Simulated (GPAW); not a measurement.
Crystal: Bi.

```xyz
1
Lattice="-1.9814 1.9814 1.9814 1.9814 -1.9814 1.9814 1.9814 1.9814 -1.9814" Properties=species:S:1:pos:R:3 pbc="T T T"
Bi    0.0000    0.0000    0.0000
```

This isn't the form of Bi at room conditions, which is rhombohedral.

* Program: GPAW 26.7.0
* Task: relaxation of cell and atoms
* Functional: PBEsol
* Dispersion: D3(BJ)
* Potentials or basis: PAW data sets generated in the run's folder for this functional
* Cutoff: 600 eV
* Basis: pw
* k mesh: 9 × 9 × 9
* Occupations: fermi-dirac, width 0.05 eV
* Spin: no spin polarisation

At the start: pressure -4.9 GPa; volume 31.12 Å³/atom.

Task: How do energy, volume and symmetry change on relaxing?

Result: Over 4 steps the energy falls by 43.2 meV/atom and the volume is 28.44 Å³/atom (-8.6 %); space group Im-3m (No. 229, to 0.05 Å).

The path:
```
step  energy change (eV)  largest force (eV/Å)  pressure (GPa)  volume (Å³)
   1              0.0000                0.0000           -4.92        31.12
   2             -0.0302                0.0000           -2.88        29.87
   3             -0.0432                0.0000            0.23        28.33
   4             -0.0432                0.0000           -0.01        28.44
```

Final structure:
```xyz
1
Lattice="-1.9229 1.9229 1.9229 1.9229 -1.9229 1.9229 1.9229 1.9229 -1.9229" Properties=species:S:1:pos:R:3 pbc="T T T"
Bi    0.0000    0.0000    0.0000
```

Caveat: later steps reuse the first step's grids; pairwise dispersion overbinds metals, which lowers pressure and volume.
